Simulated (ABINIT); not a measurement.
**InAs in ABINIT: convergence with cutoff**

Crystal: InAs.

```
CELL_PARAMETERS angstrom
0.00000 2.87730 2.87730
2.87730 0.00000 2.87730
2.87730 2.87730 0.00000
ATOMIC_POSITIONS crystal
In 0.50000 0.50000 0.50000
As 0.00000 0.00000 0.00000
```

Measurements of this composition are mostly on another form, of space group No. 216.

```yaml
Program: ABINIT 10.8.3 (patched build)
Task: single point
Functional: PBE
Potentials_or_basis: JTH PAW PBE v2.0 sp
Cutoff: 245 eV
k_mesh: 8 × 8 × 8
Occupations: methfessel-paxton, width 0.05 eV
Spin: no spin polarisation
```

These are the settings of the first run; the series varies cutoff, with any setting tied to it.

Hardware: 1 thread of Intel(R) Xeon(R) Platinum 8488C (Sapphire Rapids) (shared host).

Task: The values tried are 9 Ha, 11 Ha, 13 Ha, 15.5 Ha, 18.5 Ha, 22 Ha, 25.5 Ha, 29.5 Ha, 35 Ha, loosest first. From which on does the energy stay within 1 meV/atom of the tightest run that finished?

Result: From 11 Ha on.

```csv
cutoff,energy less the tightest run (meV/atom),SCF cycles,CPU time (s),peak memory (GiB)
9 Ha,2.13,9,4.5,0.12
11 Ha,0.38,9,4.6,0.12
13 Ha,0.16,9,5.6,0.12
15.5 Ha,0.10,10,7.5,0.13
18.5 Ha,0.06,9,7.6,0.13
22 Ha,0.03,11,12,0.14
25.5 Ha,0.02,9,11,0.15
29.5 Ha,0.01,11,17,0.16
35 Ha,0.00,9,20,0.17
```

The tightest run that finished is the yardstick and may itself not be fully converged.
